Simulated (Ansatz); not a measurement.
# CdTe (F-43m) in Ansatz: further runs

One crystal, CdTe, is run at these levels: PBEsol, revPBE; tasks: elastic constants, band structure.

Program: Ansatz 0.2.0. These are calculated values, not measurements. Logs are shortened: lines on timing, memory, paths and dates and some standing lists are left out, and cuts for length are marked.

**Experimental background.**

From a printed reference work, data compilation, for a bulk crystal of CdTe at 0 K: band gap 1.607 eV.

How close the calculation comes is told below.

### 1 The crystal as given

Symmetry: F-43m, No. 216, cubic system. The conventional cell has a = 6.410 Å, b = 6.410 Å, c = 6.410 Å, α = 90.00°, β = 90.00°, γ = 90.00°. Te (site symmetry -43m) is surrounded by 4 Cd at 2.78 Å. Cd (site symmetry -43m) has 4 Te at 2.78 Å as nearest neighbours.

### 2 Elastic constants, PBEsol

The input, input.yaml:

```yaml
crystal:
  lattice:
    - [0.0, 3.205, 3.205]
    - [3.205, 0.0, 3.205]
    - [3.205, 3.205, 0.0]
  atoms:
    - { symbol: Te, position: [0.75, 0.75, 0.75] }
    - { symbol: Cd, position: [0.0, 0.0, 0.0] }
hamiltonian:
  xc: pbesol
  pseudopotentials: { kind: paw }
kpoints:
  mp_grid: { grid: [6, 6, 6] }
scf:
  occupations: { method: fixed }
output:
  forces: true
  stress: true
elastic:
  mode: relaxed_ion
  stencil: two_point
```

Potentials or basis: Ansatz PAW.

The run is started by

```console
ansatz run input.yaml --threads 2 --pin off --max-ram 5120MiB --backend cpu --events-out ev --progress --plain --runs-dir out
```

Output:

```text
Warning: RAYON_NUM_THREADS=2 ignored (pool sized by the plan → 2); use --threads N
Engine: ansatz 0.2.0, aarch64-unknown-linux-gnu
Pseudopotentials: kind: paw
Pseudopotential: Te, paw, valence charge 16, recommended cutoff 420 eV (normal), Te.paw.azcp
Pseudopotential: Cd, paw, valence charge 20, recommended cutoff 420 eV (normal), Cd.paw.azcp
Functional definition: PBEsol
  exchange = pbesol_x
  correlation = pbesol_c
Crystal: 2 atoms, lattice volume = 65.844 Å³
Basis set: ecut = 420 eV, 1243 PW (Γ), exchange–correlation on 64×64×64 points (8 copies of the dense FFT grid, shifted against one another)
Bands: 22, of which v1, the nominal top of the filled ones, is band 18 counted from 1 (17 counted from 0)
Symmetry: 24 space group operations
Space group: F-43m (ITA 216), of the structure as read, at distance tolerance 4.0e-5 Å
k-points: 16 of 216 (time reversal used)
Non-local potential: Te, projectors of the file, l = 0: 2, l = 1: 2, l = 2: 2, l = 3: 2
Non-local potential: Cd, projectors of the file, l = 0: 3, l = 1: 2, l = 2: 2, l = 3: 1
PAW form: soft (Blöchl's): semilocal exchange-correlation on the pseudo side does not see the compensation charge
PAW frozen core: Te, regenerated for the run's functional, and the local potential with it (the file was generated under x = pbe(κ = 0.804, μ = 0.2195149727645171), c = pbe(β = 0.06672455060314922))
PAW frozen core: Cd, regenerated for the run's functional, and the local potential with it (the file was generated under x = pbe(κ = 0.804, μ = 0.2195149727645171), c = pbe(β = 0.06672455060314922))
PAW one-centre angular grid: Te, 590 points (default); XC on 64 Gauss nodes
PAW one-centre angular grid: Cd, 590 points (default); XC on 64 Gauss nodes
Initial density: superposition of atomic densities (neutral atoms: chi_scale 0, normalization atom), corrected by the library's trained network
Initial wavefunctions: pseudopotential atomic-orbital guess
Functional: x = pbesol(κ = 0.804, μ = 0.12345679012345678), c = pbesol(β = 0.046)
SCF iter   1: F=—  HF=-15086.328246 eV  |F-HF|=—  |Δ(HF+E_count)|=         —  Δρ=3.80e-3  dr2=1.19e-2  ethr=1.77e-3  ⟨swp⟩=4.9  Hψ=1363  notcnv=0  defer=28
preconditioner: auto → none  [insulator: Δε(μ)=0.730 eV  Ē_g=11.431 eV  n_scr=14 (ndim 8)  ℏωp=19.4 eV  f_vac=0.179  ε∞_Penn≈3.9]
SCF iter   2: F=—  HF=-15086.324372 eV  |F-HF|=—  |Δ(HF+E_count)|=   3.87e-3  Δρ=9.06e-4  dr2=3.03e-4  ethr=3.31e-5  ⟨swp⟩=3.9  Hψ=825  notcnv=0  defer=28
SCF iter   3: F=—  HF=-15086.324524 eV  |F-HF|=—  |Δ(HF+E_count)|=   1.52e-4  Δρ=4.26e-4  dr2=7.61e-5  ethr=8.40e-7  ⟨swp⟩=2.0  Hψ=513  notcnv=0  defer=28
SCF iter   4: F=—  HF=-15086.324583 eV  |F-HF|=—  |Δ(HF+E_count)|=   5.98e-5  Δρ=1.92e-4  dr2=2.49e-5  ethr=2.11e-7  ⟨swp⟩=2.3  Hψ=558  notcnv=0  defer=24
SCF iter   5: F=—  HF=-15086.324588 eV  |F-HF|=—  |Δ(HF+E_count)|=   4.43e-6  Δρ=2.18e-5  dr2=1.92e-7  ethr=6.91e-8  ⟨swp⟩=2.0  Hψ=481  notcnv=0  defer=5
SCF iter   6: F=—  HF=-15086.324578 eV  |F-HF|=—  |Δ(HF+E_count)|=   9.72e-6  Δρ=4.45e-6  dr2=8.63e-9  ethr=5.34e-10  ⟨swp⟩=2.0  Hψ=576  notcnv=0  defer=1
SCF iter   7: F=—  HF=-15086.324578 eV  |F-HF|=—  |Δ(HF+E_count)|=  4.24e-10  Δρ=7.16e-7  dr2=2.64e-10  ethr=2.40e-11  ⟨swp⟩=2.0  Hψ=591  notcnv=0  defer=1
SCF iter   8: F=—  HF=-15086.324578 eV  |F-HF|=—  |Δ(HF+E_count)|=  6.98e-10  Δρ=9.83e-8  dr2=4.76e-12  ethr=7.33e-13 (applied; sched 1.00e-12)  ⟨swp⟩=2.0  Hψ=496  notcnv=0  defer=1
SCF iter   9: F=-15086.324578 eV  HF=-15086.324578 eV  |F-HF|=0.00e0  |Δ(HF+E_count)|=    0.00e0  Δρ=1.32e-8  dr2=8.84e-14  ethr=1.00e-12  ⟨swp⟩=5.9  Hψ=1875  notcnv=0
SCF 1 converged in 9 iterations: F = -15086.324578 eV  dr2 = 8.84e-14
Crystal: 2 atoms, lattice volume = 65.712 Å³
Symmetry: 8 space group operations
k-points: 30 of 216 (time reversal used)
Initial density: handed on by an earlier stage of this run
Initial wavefunctions: those handed on with the density
iter 1 solved again at ethr=2.95e-8 eV; its pass at ethr=3.10e-3 eV (dr2=1.06e-5 eV) is discarded
SCF iter   1: F=—  HF=-15086.323162 eV  |F-HF|=—  |Δ(HF+E_count)|=         —  Δρ=6.76e-5  dr2=2.79e-6  ethr=2.95e-8  ⟨swp⟩=3.0  Hψ=3316  notcnv=0  defer=55
preconditioner: auto → none  [insulator: Δε(μ)=0.757 eV  Ē_g=11.472 eV  n_scr=14 (ndim 8)  ℏωp=19.4 eV  f_vac=0.172  ε∞_Penn≈3.9]
SCF iter   2: F=—  HF=-15086.323158 eV  |F-HF|=—  |Δ(HF+E_count)|=   3.69e-6  Δρ=2.91e-5  dr2=4.84e-7  ethr=7.75e-9  ⟨swp⟩=2.5  Hψ=953  notcnv=0  defer=28
SCF iter   3: F=—  HF=-15086.323158 eV  |F-HF|=—  |Δ(HF+E_count)|=   1.03e-7  Δρ=1.43e-5  dr2=1.05e-7  ethr=1.35e-9  ⟨swp⟩=2.0  Hψ=930  notcnv=0  defer=28
SCF iter   4: F=—  HF=-15086.323158 eV  |F-HF|=—  |Δ(HF+E_count)|=   2.58e-8  Δρ=2.36e-6  dr2=2.63e-9  ethr=2.91e-10  ⟨swp⟩=2.0  Hψ=1169  notcnv=0  defer=28
SCF iter   5: F=—  HF=-15086.323158 eV  |F-HF|=—  |Δ(HF+E_count)|=  6.15e-10  Δρ=5.55e-7  dr2=1.94e-10  ethr=7.32e-12  ⟨swp⟩=2.7  Hψ=1145  notcnv=0  defer=28
SCF iter   6: F=—  HF=-15086.323158 eV  |F-HF|=—  |Δ(HF+E_count)|=  8.37e-11  Δρ=1.18e-7  dr2=6.19e-12  ethr=5.40e-13 (applied; sched 1.00e-12)  ⟨swp⟩=2.0  Hψ=930  notcnv=0  defer=28
SCF iter   7: F=—  HF=-15086.323158 eV  |F-HF|=—  |Δ(HF+E_count)|=  1.46e-11  Δρ=1.39e-8  dr2=1.06e-13  ethr=1.00e-12  ⟨swp⟩=4.0  Hψ=2752  notcnv=0
SCF iter   8: F=-15086.323158 eV  HF=-15086.323158 eV  |F-HF|=0.00e0  |Δ(HF+E_count)|=    0.00e0  Δρ=2.61e-9  dr2=2.99e-15  ethr=1.00e-12  ⟨swp⟩=4.0  Hψ=2131  notcnv=0
SCF 2 converged in 8 iterations: F = -15086.323158 eV  dr2 = 2.99e-15
Crystal: 2 atoms, lattice volume = 65.975 Å³
Basis set: ecut = 420 eV, 1259 PW (Γ), exchange–correlation on 64×64×64 points (8 copies of the dense FFT grid, shifted against one another)
iter 1 solved again at ethr=7.56e-10 eV; its pass at ethr=3.10e-3 eV (dr2=2.72e-7 eV) is discarded
SCF iter   1: F=—  HF=-15086.325692 eV  |F-HF|=—  |Δ(HF+E_count)|=         —  Δρ=1.35e-4  dr2=2.72e-7  ethr=7.56e-10  ⟨swp⟩=2.0  Hψ=2881  notcnv=0  defer=31
preconditioner: auto → none  [insulator: Δε(μ)=0.748 eV  Ē_g=11.456 eV  n_scr=14 (ndim 8)  ℏωp=19.4 eV  f_vac=0.174  ε∞_Penn≈3.9]
[... 60 lines left out ...]
SCF iter   7: F=—  HF=-15086.324557 eV  |F-HF|=—  |Δ(HF+E_count)|=  7.62e-10  Δρ=8.22e-7  dr2=3.86e-10  ethr=8.18e-12  ⟨swp⟩=2.0  Hψ=1795  notcnv=0
SCF iter   8: F=—  HF=-15086.324557 eV  |F-HF|=—  |Δ(HF+E_count)|=  3.46e-11  Δρ=1.21e-7  dr2=8.70e-12  ethr=1.07e-12  ⟨swp⟩=3.0  Hψ=1834  notcnv=0
SCF iter   9: F=—  HF=-15086.324557 eV  |F-HF|=—  |Δ(HF+E_count)|=  5.46e-12  Δρ=2.12e-8  dr2=1.65e-13  ethr=2.42e-14 (applied; sched 1.00e-12)  ⟨swp⟩=2.4  Hψ=1580  notcnv=0
SCF iter  10: F=-15086.324557 eV  HF=-15086.324557 eV  |F-HF|=3.64e-12  |Δ(HF+E_count)|=    0.00e0  Δρ=3.28e-9  dr2=1.06e-14  ethr=1.00e-12  ⟨swp⟩=4.9  Hψ=3358  notcnv=0
SCF 8 converged in 10 iterations: F = -15086.324557 eV  dr2 = 1.06e-14
relax step   1: F+E_penalty+E_count = -15086.32455696 eV  Δ(F+E_penalty+E_count) = +0.000e0 eV  max|allowed force component| = 1.402e-2 eV/Å  Δτ_max = 0.0000 Å  (10 SCF iters, accepted)
iter 1 solved again at ethr=7.41e-9 eV; its pass at ethr=3.10e-3 eV (dr2=2.67e-6 eV) is discarded
SCF iter   1: F=—  HF=-15086.324578 eV  |F-HF|=—  |Δ(HF+E_count)|=         —  Δρ=7.96e-5  dr2=2.81e-6  ethr=7.41e-9  ⟨swp⟩=2.3  Hψ=4373  notcnv=0  defer=90
SCF iter   2: F=—  HF=-15086.324577 eV  |F-HF|=—  |Δ(HF+E_count)|=   1.25e-6  Δρ=2.94e-5  dr2=2.94e-7  ethr=7.41e-9  ⟨swp⟩=2.1  Hψ=1555  notcnv=0  defer=90
SCF iter   3: F=—  HF=-15086.324577 eV  |F-HF|=—  |Δ(HF+E_count)|=   2.31e-8  Δρ=9.61e-6  dr2=2.55e-8  ethr=8.16e-10  ⟨swp⟩=2.0  Hψ=1111  notcnv=0  defer=90
SCF iter   4: F=—  HF=-15086.324577 eV  |F-HF|=—  |Δ(HF+E_count)|=   2.43e-9  Δρ=1.73e-6  dr2=8.71e-10  ethr=7.09e-11  ⟨swp⟩=2.0  Hψ=1557  notcnv=0  defer=90
SCF iter   5: F=—  HF=-15086.324577 eV  |F-HF|=—  |Δ(HF+E_count)|=  9.82e-11  Δρ=3.46e-7  dr2=7.81e-11  ethr=2.42e-12  ⟨swp⟩=2.0  Hψ=1656  notcnv=0  defer=90
SCF iter   6: F=—  HF=-15086.324577 eV  |F-HF|=—  |Δ(HF+E_count)|=  7.28e-12  Δρ=6.15e-8  dr2=1.56e-12  ethr=2.17e-13 (applied; sched 1.00e-12)  ⟨swp⟩=2.1  Hψ=1656  notcnv=0  defer=90
SCF iter   7: F=—  HF=-15086.324577 eV  |F-HF|=—  |Δ(HF+E_count)|=  3.64e-12  Δρ=3.80e-8  dr2=9.05e-13  ethr=1.00e-12  ⟨swp⟩=5.8  Hψ=3977  notcnv=0
SCF iter   8: F=-15086.324577 eV  HF=-15086.324577 eV  |F-HF|=3.64e-12  |Δ(HF+E_count)|=  1.82e-12  Δρ=4.54e-9  dr2=6.35e-15  ethr=1.00e-12  ⟨swp⟩=3.0  Hψ=3827  notcnv=0
SCF 9 converged in 8 iterations: F = -15086.324577 eV  dr2 = 6.35e-15
relax step   2: F+E_penalty+E_count = -15086.32457669 eV  Δ(F+E_penalty+E_count) = -1.972e-5 eV  max|allowed force component| = 3.797e-7 eV/Å  Δτ_max = 0.0014 Å  (8 SCF iters, accepted)
iter 1 solved again at ethr=1.00e-12 eV; its pass at ethr=3.10e-3 eV (dr2=3.02e-13 eV) is discarded
SCF iter   1: F=—  HF=-15086.324577 eV  |F-HF|=—  |Δ(HF+E_count)|=         —  Δρ=2.76e-8  dr2=2.77e-13  ethr=1.00e-12  ⟨swp⟩=2.2  Hψ=4395  notcnv=0  defer=3
SCF iter   2: F=—  HF=-15086.324577 eV  |F-HF|=—  |Δ(HF+E_count)|=   4.34e-7  Δρ=1.63e-8  dr2=1.99e-13  ethr=7.71e-16 (applied; sched 1.00e-12)  ⟨swp⟩=3.0  Hψ=2254  notcnv=0  defer=3
SCF iter   3: F=-15086.324577 eV  HF=-15086.324577 eV  |F-HF|=5.46e-12  |Δ(HF+E_count)|=  7.28e-12  Δρ=9.98e-9  dr2=4.61e-14  ethr=1.00e-12  ⟨swp⟩=3.0  Hψ=3351  notcnv=0
SCF 10 converged in 3 iterations: F = -15086.324577 eV  dr2 = 4.61e-14
SCF converged after 9 iterations
Free energy (F): -15086.324578 eV
Harris-Foulkes:  -15086.324578 eV  (|F-HF|=0.00e0)
Internal energy: -15086.324578 eV  (E = F + TS)
E sigma→0 (E₀):  -15086.324578 eV
Fermi energy:    7.801010 eV
--- Per-component energies (eV) ---
  E_band       = -779.730178
  E_kinetic    = 686.538640
  E_local      = -5350.260861  (includes V_loc(G=0)·N_el)
  E_nonlocal   = -271.219591
  E_hartree    = 2700.535844
  E_xc         = -299.075350
  E_vxc        = -325.575894  (∫ρ·V_xc dr)
  E_paw        = -8598.814525  (= ΣΔE_a)
  E_vpaw       = -920.283948  (= ΣTr[D̂ρ^β])
  E_aug_tail   = -0.000209  (compensation charges beyond the density's cutoff)
  E_ewald      = -3954.745301
  E_core_change = 0.716775  (= ΣΔE_core)
  E_smearing   = -0.000000  (= −TS)
  E_closure    = 0.000000  (closes the sum)
  Σ components = -15086.324578   (vs F -15086.324578, Δ=0.00e0)
--- Forces (eV/Å), atoms counted from 1 ---
  atom   1  Te     0.00000000    -0.00000000     0.00000000
  atom   2  Cd    -0.00000000     0.00000000     0.00000000
  max |Σ_I F_I| component: 1.30e-16 eV/Å
--- Stress (GPa, compression-positive) ---
        1.687088       0.000000      -0.000000
        0.000000       1.687088       0.000000
       -0.000000       0.000000       1.687088
  P = ⅓ Tr σ = 1.6871 GPa (16.871 kbar)
--- Band table (eV; the first three rows and the last of 16) ---
  k-point 0: bands = ["-94.2740", "-55.3673", "-55.3673", "-55.3673", "-28.2546", "-28.2546", "-28.2546", "-28.2449", "-28.2449", "-3.6092", "-0.5715", "-0.5715", "-0.5715", "-0.2810", "-0.2810", "7.8010", "7.8010", "7.8010", "8.5565", "12.3419", "12.3419", "12.3419"]
  k-point 1: bands = ["-94.2740", "-55.3673", "-55.3673", "-55.3673", "-28.2547", "-28.2545", "-28.2545", "-28.2449", "-28.2449", "-3.4997", "-0.5507", "-0.5507", "-0.4869", "-0.2825", "-0.2825", "5.9874", "7.5544", "7.5544", "9.6559", "12.4648", "12.6975", "12.6975"]
  k-point 2: bands = ["-94.2740", "-55.3674", "-55.3673", "-55.3673", "-28.2547", "-28.2544", "-28.2544", "-28.2448", "-28.2448", "-3.2792", "-0.5149", "-0.5149", "-0.2782", "-0.2782", "-0.1899", "4.0490", "7.1458", "7.1458", "9.6853", "12.9839", "12.9839", "14.0342"]
  k-point 15: bands = ["-94.2740", "-55.3674", "-55.3674", "-55.3673", "-28.2550", "-28.2542", "-28.2539", "-28.2449", "-28.2445", "-3.0381", "-0.4281", "-0.4223", "-0.3353", "-0.2679", "0.3098", "3.3860", "5.4352", "5.5168", "11.4641", "11.5204", "14.4803", "14.7570"]
--- Elastic constants: 2 strain directions × 2 members + reference (group order 24) ---
  dense FFT box of the reference and of every strained cell: 32×32×32
  strains applied: 11, 23; error gains: componentwise 1.00 (the most a stress slope's error grows in a printed constant), spectral 1.73 (1 for all six strains in a standard setting)
  C = ∂σ_k/∂η_j (tension-positive GPa; Voigt order 11 22 33 23 13 12):
        59.817     44.013     44.013      0.000      0.000     -0.000
        44.013     59.817     44.013      0.000      0.000     -0.000
        44.013     44.013     59.817      0.000      0.000     -0.000
        -0.000     -0.000     -0.000     19.246      0.000      0.000
        -0.000     -0.000      0.000     -0.000     19.246      0.000
         0.000     -0.000      0.000      0.000      0.000     19.246
  reference stress σ⁰ (GPa):     -1.687     -1.687     -1.687     -0.000      0.000     -0.000
  C* (energy form; C + prestress term) asymmetry max|C*_kj − C*_jk| = 2.132e-14 GPa — a small one proves nothing (zero by symmetry where the batch's group is 432, −43m or m−3m); a large one is finite-difference/SCF noise where every solve meets its electron count
  moduli (Voigt/Reuss/Hill, GPa): K = 49.28/49.28/49.28   G = 14.71/12.23/13.47   E = 37.03   ν = 0.375
  mechanically stable: yes (min eigenvalue of sym C = 15.80 GPa)
  strain η (Voigt 11):  stress-route row diagonal C_11 = 59.82 GPa, energy-path curvature d²(F+E_count+ΔE)/dδ²/Ω₀ = 60.03 GPa
         δ    σ_11 (GPa)             F (eV)   n_scf  n_hpsi   n_pw
    -2.000e-3      -1.8068      -15086.3231581       8   13599   1303   relax 0 steps, max|allowed force component| 3.47e-17 eV/Å
     2.000e-3      -1.5675      -15086.3259379       8   11236   1307   relax 0 steps, max|allowed force component| 3.47e-17 eV/Å
  strain η (Voigt 23):  stress-route row diagonal C_44 = 19.25 GPa, energy-path curvature d²(F+E_count+ΔE)/dδ²/Ω₀ = 20.27 GPa
         δ    σ_23 (GPa)             F (eV)   n_scf  n_hpsi   n_pw
    -2.000e-3      -0.0385      -15086.3245767       3   10470   1305   relax 3 steps, max|allowed force component| 1.36e-7 eV/Å
     2.000e-3       0.0385      -15086.3245767       3   10408   1305   relax 2 steps, max|allowed force component| 3.80e-7 eV/Å
```

Run time: 26 s. Hardware: 2 threads of Arm Neoverse V1, shared host; peak memory 0.41 GiB.

Results:

- Free energy: -15086.3246 eV
- Pressure: 1.7 GPa
- Band gap on the k mesh: 0.76 eV, direct
- Elastic constants C11, C12, C44: 60, 44, 19 GPa
- Voigt bulk modulus: 49 GPa

Elastic tensor in Voigt notation (GPa, in the Cartesian axes of the cell as first typed):
```
60 44 44  0  0  0
44 60 44  0  0  0
44 44 60  0  0  0
 0  0  0 19  0  0
 0  0  0  0 19  0
 0  0  0  0  0 19
```

Caveat: spin-orbit coupling is left out, which moves the levels of the heavy elements; the PAW data sets come from PBE, with cores solved anew for the run's functional, which leaves a small shift of forces and pressure.

### 3 Band structure, revPBE

The input, input.yaml:

```yaml
crystal:
  lattice:
    - [0.0, 3.205, 3.205]
    - [3.205, 0.0, 3.205]
    - [3.205, 3.205, 0.0]
  atoms:
    - { symbol: Te, position: [0.75, 0.75, 0.75] }
    - { symbol: Cd, position: [0.0, 0.0, 0.0] }
hamiltonian:
  xc: revpbe
  pseudopotentials: { kind: paw }
kpoints:
  mp_grid: { grid: [7, 7, 7] }
  band_path:
    path:
      - [[0.0, 0.0, 0.0], [0.5, 0.0, 0.5], [0.5, 0.25, 0.75], [0.375, 0.375, 0.75], [0.0, 0.0, 0.0], [0.5, 0.5, 0.5], [0.625, 0.25, 0.625], [0.5, 0.25, 0.75], [0.5, 0.5, 0.5], [0.375, 0.375, 0.75]]
      - [[0.625, 0.25, 0.625], [0.5, 0.0, 0.5]]
    npoints: 14
scf:
  occupations: { method: fermi_dirac, width: 0.05 }
  n_extra_bands: 6
output:
  forces: true
  stress: true
  eigenvalues: true
  fatbands: true
  write_density: true
  write_potential: true
  elf: true
  volumetric_format: npy
```

Potentials or basis: Ansatz PAW.

The run is started by

```console
ansatz run input.yaml --threads 2 --pin off --max-ram 5120MiB --backend cpu --events-out ev --progress --plain --runs-dir out
```

It took 9.9 s on 2 threads of Arm Neoverse V1, shared host; peak memory 0.39 GiB.

It converged, with:

- Free energy: -15247.4552 eV
- Pressure: 5.5 GPa
- Band gap on the k mesh: 0.99 eV, direct
- Band gap along the path: 0.99 eV, direct

Levels at the corners of the path, in eV from the valence-band top:
```tsv
point	band 14	band 15	band 16	band 17	band 18	band 19	band 20	band 21	band 22	band 23
Γ	-8.12	-8.12	0.00	0.00	0.00	0.99	4.64	4.64	4.64	7.68
X	-8.08	-7.58	-4.43	-1.96	-1.96	2.66	2.74	9.13	9.37	9.37
W	-8.12	-7.49	-4.31	-2.43	-2.31	4.40	4.78	5.69	6.40	9.93
K	-8.10	-7.53	-4.33	-2.67	-1.63	2.97	4.64	7.52	7.59	8.06
Γ	-8.12	-8.12	0.00	0.00	0.00	0.99	4.64	4.64	4.64	7.68
L	-8.11	-7.73	-4.57	-0.82	-0.82	1.94	5.25	5.25	7.26	8.90
U	-8.10	-7.53	-4.33	-2.67	-1.63	2.97	4.64	7.52	7.59	8.06
W	-8.12	-7.49	-4.31	-2.43	-2.31	4.40	4.78	5.69	6.40	9.93
L	-8.11	-7.73	-4.57	-0.82	-0.82	1.94	5.25	5.25	7.26	8.90
K	-8.10	-7.53	-4.33	-2.67	-1.63	2.97	4.64	7.52	7.59	8.06
U	-8.10	-7.53	-4.33	-2.67	-1.63	2.97	4.64	7.52	7.59	8.06
X	-8.08	-7.58	-4.43	-1.96	-1.96	2.66	2.74	9.13	9.37	9.37
```

Caveat: spin-orbit coupling is left out, which moves the levels of the heavy elements; the PAW data sets come from PBE, with cores solved anew for the run's functional, which leaves a small shift of forces and pressure.

### 4 How close it comes

Step 2. Against the measured gap of CdTe, 1.607 eV (0 K; a printed reference work, data compilation), the calculated 0.76 eV is off by -0.85 eV. Spin-orbit coupling on Cd, Te is left out. The value is that of PBEsol, without temperature or zero-point motion. Semilocal functionals fall short of measured gaps as a rule.

Step 3. Against the measured gap of CdTe, 1.607 eV (0 K; a printed reference work, data compilation), the calculated 0.99 eV is off by -0.62 eV. Spin-orbit coupling on Cd, Te is left out. The value is that of revPBE, without temperature or zero-point motion. Semilocal functionals fall short of measured gaps as a rule.
